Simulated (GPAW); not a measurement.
Crystal: PbSe (Clausthalite).

```
CELL_PARAMETERS angstrom
0.00000 3.06065 3.06065
3.06065 0.00000 3.06065
3.06065 3.06065 0.00000
ATOMIC_POSITIONS crystal
Pb 0.00000 0.00000 0.00000
Se 0.50000 0.50000 0.50000
```

Base run:

* Program: GPAW 26.7.0
* Functional: PBEsol
* Potentials or basis: PAW data sets generated in the run's folder for this functional
* Cutoff: 600 eV
* Basis: pw
* k mesh: 8 × 8 × 8
* Occupations: fermi-dirac, width 0.05 eV
* Spin: no spin polarisation

Its results: band gap on the k mesh 0.16 eV, direct; pressure -0.7 GPa.

Task: After a change of settings the same cell gave: band gap on the k mesh 0.37 eV, direct; pressure 5.7 GPa. Which change was it?
A. functional from PBEsol to LDA
B. functional from PBEsol to BLYP
C. functional from PBEsol to r2SCAN; potentials or basis from PAW data sets generated in the run's folder for this functional to GPAW PAW data sets (gpaw-data 1.2.1)
D. functional from PBEsol to revPBE; potentials or basis from PAW data sets generated in the run's folder for this functional to the program's PAW data sets (release 1.2.1) made for this functional

Result: B.

BLYP binds less tightly than PBEsol, so the same cell stands under more pressure.

Caveats: spin-orbit coupling is left out, which as a rule narrows the gap of such compounds by several tenths of an eV.

Not every run made on this cell is shown here.
